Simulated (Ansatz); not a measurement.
Crystal: Ta.

```
CELL_PARAMETERS angstrom
-1.65128 1.65128 1.65128
1.65128 -1.65128 1.65128
1.65128 1.65128 -1.65128
ATOMIC_POSITIONS crystal
Ta 0.00000 0.00000 0.00000
```

| Property | Result |
| --- | --- |
| Program | Ansatz 0.2.0 |
| Task | relaxation of cell and atoms |
| Functional | HF |
| Potentials or basis | Ansatz PAW |
| Cutoff | 420 eV (not typed: the program's choice for these potentials) |
| k mesh | 6 × 6 × 6 |
| Occupations | fermi-dirac, width 0.05 eV |
| Spin | no spin polarisation |

At the start: volume 18.01 Å³/atom.

How do energy, volume and symmetry change on relaxing?

It ends after 7 steps and the volume is 19.54 Å³/atom (+8.5 %); space group Im-3m (No. 229, to 0.05 Å).

Step by step:
```tsv
step	energy change (eV)	largest force (eV/Å)	volume (Å³)
1	0.0000	0.0000	18.01
2	-0.2249	0.0000	20.77
3	-0.2762	0.0000	19.52
4	-0.2762	0.0000	19.54
5	-0.2775	0.0000	19.54
6	-0.2775	0.0000	19.54
7	-0.2775	0.0000	19.54
```

Final structure:
```cif
data_structure
_symmetry_space_group_name_H-M 'P 1'
_symmetry_Int_Tables_number 1
_cell_length_a 2.9389
_cell_length_b 2.9389
_cell_length_c 2.9389
_cell_angle_alpha 109.471
_cell_angle_beta 109.471
_cell_angle_gamma 109.471
_cell_volume 19.54
loop_
_atom_site_label
_atom_site_type_symbol
_atom_site_fract_x
_atom_site_fract_y
_atom_site_fract_z
_atom_site_occupancy
Ta1 Ta 0.00000 0.00000 0.00000 1
```

Caveat: the k mesh is coarse (spacing up to 0.45 Å⁻¹), so the values aren't converged, least of all with exact exchange; the plane-wave basis is chosen anew once the cell has moved, so the energies of steps on either side of that aren't comparable; the PAW data sets come from PBE, with cores solved anew for the run's functional, which leaves a small shift of forces and pressure.
